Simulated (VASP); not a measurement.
# Sb: convergence, relaxation of the cell

Sb, P-1 (no. 2), 1 atom in the cell. PBE, relaxation of the cell; PAW potentials Sb (PBE set). VASP 6.6.1.

Wanted: cell lengths a, b, c within 0.2 %; volume within 0.4 %.

The series start from Relaxations run in a row: 2; Cutoff ENCUT (eV): 250; Force threshold EDIFFG (eV/Å): -0.01; Relaxation method: conjugate gradient, POTIM 0.5; Precision mode: Accurate. Each series keeps the choices made before it, and each single choice may use up half of a tolerance. Times cover all steps of a run.

## Relaxations run in a row

| Relaxations run in a row | Cell lengths a, b, c, largest deviation against the largest value | Volume (Å³/atom) | Time (s) |
|---|---|---|---|
| 1 | 0 % | 27.4 | 31 |
| 2 | 0 % | 27.4 | 43 |
| 3 (reference) | 0 % | 27.4 | 39 |

Chosen: 1, the loosest value from which every tighter one stays within half of the tolerance.

## Cutoff ENCUT (eV)

| Cutoff ENCUT (eV) | Cell lengths a, b, c, largest deviation against the largest value | Volume (Å³/atom) | Time (s) |
|---|---|---|---|
| 200 | 0.052 % | 27.38 | 22 |
| 250 | 0.016 % | 27.4 | 31 |
| 300 | 0.013 % | 27.41 | 38 |
| 350 (reference) | 0 % | 27.42 | 42 |

Chosen: 200.

## Force threshold EDIFFG (eV/Å)

| Force threshold EDIFFG (eV/Å) | Cell lengths a, b, c, largest deviation against the largest value | Volume (Å³/atom) | Time (s) |
|---|---|---|---|
| -0.05 | 1.1 % | 27.41 | 10 |
| -0.02 | 0.17 % | 27.4 | 21 |
| -0.01 | 0.071 % | 27.38 | 22 |
| -0.005 | 0.061 % | 27.4 | 26 |
| -0.002 (reference) | 0 % | 27.4 | 53 |

Chosen: -0.01.

## Relaxation method

| Relaxation method | Cell lengths a, b, c, largest deviation against the largest value | Volume (Å³/atom) | Time (s) |
|---|---|---|---|
| conjugate gradient, POTIM 0.5 | 0 % | 27.38 | 22 |
| conjugate gradient, POTIM 0.2 | 0.026 % | 27.39 | 21 |
| conjugate gradient, POTIM 1.0 | 0.11 % | 27.4 | 17 |
| quasi-Newton, POTIM 0.5 | 1.4 % | 27.42 | 19 |
| quasi-Newton, POTIM 0.5, at least 5 electronic steps | 1.4 % | 27.42 | 21 |
| velocity quench, POTIM 0.1 | 0.055 % | 27.4 | 24 |

Chosen: conjugate gradient, POTIM 0.5; no other choice that stays within half of the tolerance saves 30 % of the time.

## Precision mode

| Precision mode | Cell lengths a, b, c, largest deviation against the largest value | Volume (Å³/atom) | Time (s) |
|---|---|---|---|
| Accurate | 0 % | 27.38 | 22 |
| Normal | 0.0024 % | 27.38 | 18 |
| High | 0.0015 % | 27.38 | 26 |

Chosen: Normal; it saves 4.6 s of 22, so Accurate would do nearly as well.

## All choices together

| Input | Cell lengths a, b, c, largest deviation against the largest value | Volume (Å³/atom) | Time (s) |
|---|---|---|---|
| EDIFF and PREC left to the program (naive) | 0.092 % | 27.4 | 32 |
| chosen settings | 0.1 % | 27.38 | 18 |
| reference settings throughout | 0 % | 27.42 | 114 |

The tolerance is met.

Values of the reference run: Cell lengths a, b, c: 3.355, 3.269, 3.27 Å.

## The input

INCAR.step1:
```
ALGO     = Normal         # electronic algorithm
EDIFF    = 1E-7           # SCF threshold, eV
EDIFFG   = -0.01          # ionic threshold
ENCUT    = 200            # plane-wave cutoff, eV
IBRION   = 2              # ionic algorithm
ISIF     = 3              # what is computed and relaxed
ISMEAR   = 1              # smearing method
KPAR     = 4            
LASPH    = True           # aspherical terms in the spheres
LCHARG   = False          # write CHGCAR
LREAL    = False          # projectors in reciprocal space
LWAVE    = False          # write WAVECAR
NELM     = 100            # most SCF steps
NSW      = 60             # ionic steps
POTIM    = 0.5            # step
PREC     = Normal         # precision mode
SIGMA    = 0.1            # smearing width, eV
```

INCAR.step2, as INCAR.step1 but for:
```
- EDIFFG = -0.01
- IBRION = 2
- ISIF = 3
- NSW = 60
- POTIM = 0.5
+ ISIF = 2
+ NSW = 0
```

KPOINTS:
```
k-points
0
Gamma
  10 10 10
```

POSCAR.step1:
```
Sb
1.0
   -1.9238330000      1.9460480000      1.9305180000
    1.9191040000     -1.9225220000      1.9022630000
    1.9128070000      1.9114970000     -1.9069920000
Sb
1
Direct
    0.0000000000      0.0000000000      0.0000000000
```

POSCAR.step2:
```
Sb
1.0
   -1.9282446172      1.9503825533      1.9298794603
    1.8921597339     -1.9123403628      1.8558783461
    1.8903825551      1.8748842290     -1.8917492481
Sb
1
Direct
    1.0000000000      0.0000000000      0.0000000000
```

Commands (each step's output is kept before the next begins):
```
cat potpaw_PBE.64/Sb/POTCAR > POTCAR
cp INCAR.step1 INCAR
cp POSCAR.step1 POSCAR
mpirun -np 4 vasp_std > vasp.out
cp CONTCAR POSCAR
cp INCAR.step2 INCAR
cp POSCAR.step2 POSCAR
mpirun -np 4 vasp_std > vasp.out
```

The naive input happens to agree within the tolerance here, in 32 s.

Limits: the start was distorted on purpose (volume up by 6 %, random strain, atoms moved at random), so the space group given is the start's and not the crystal's.

The chosen input took VASP 6.6.1 18 s on 4 cores (AMD EPYC 9R45 (Zen 5)), a shared host.

## An input that fails: cell kept fixed (ISIF = 2) though it was to relax

It runs to its end, but against the unchanged starting input it is off by 1.4 % in the cell lengths a, b, c, 3.4 % in the volume.

Changes against the starting input:
```
- ISIF = 3
+ ISIF = 2
(POSCAR.step3)
-   -1.9290815500      1.9507990616      1.9307211815
-    1.8928124786     -1.9126455624      1.8564173992
-    1.8910380995      1.8750177430     -1.8924696108
+   -1.9238330000      1.9460480000      1.9305180000
+    1.9191040000     -1.9225220000      1.9022630000
+    1.9128070000      1.9114970000     -1.9069920000
```
